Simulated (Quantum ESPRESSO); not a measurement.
# Nb: Hubbard U from linear response under several settings

```
Nb
1.0
     2.71964    0.00000    0.00000
     0.00000    2.71964    0.00000
     0.00000    0.00000    2.71964
Nb
1
Direct
  0.50000 0.50000 0.50000
```

The cell was built by a generator and needn't be a form met in nature.

All runs used Quantum ESPRESSO 7.5; potentials PseudoDojo 0.4.1 SR PBEsol standard; k mesh 8 × 8 × 8; given cell; no spin polarisation; cutoff 1116 eV; occupations cold, width 0.2 eV.

```tsv
level	projectors	U typed (eV)	q mesh	with V	state	U computed (eV)
PBEsol+U	atomic	0.0	1 × 1 × 1	no	metal	?
PBEsol+U	atomic	0.0	2 × 2 × 2	no	metal	Nb 1.8
PBEsol+U	atomic	0.0	3 × 3 × 3	no	metal	Nb 2.3
```

Question: What stands in the row left open?

Answer: U computed Nb 0.7 eV.

Caveats: U without spin polarisation on a metal has little footing; the U is typed as a test and isn't derived for this compound; the computed U isn't converged in cell size (some runs).

For the row left open. Caveat: the computed U isn't converged in cell size; U without spin polarisation on a metal has little footing; the U is typed as a test and isn't derived for this compound.
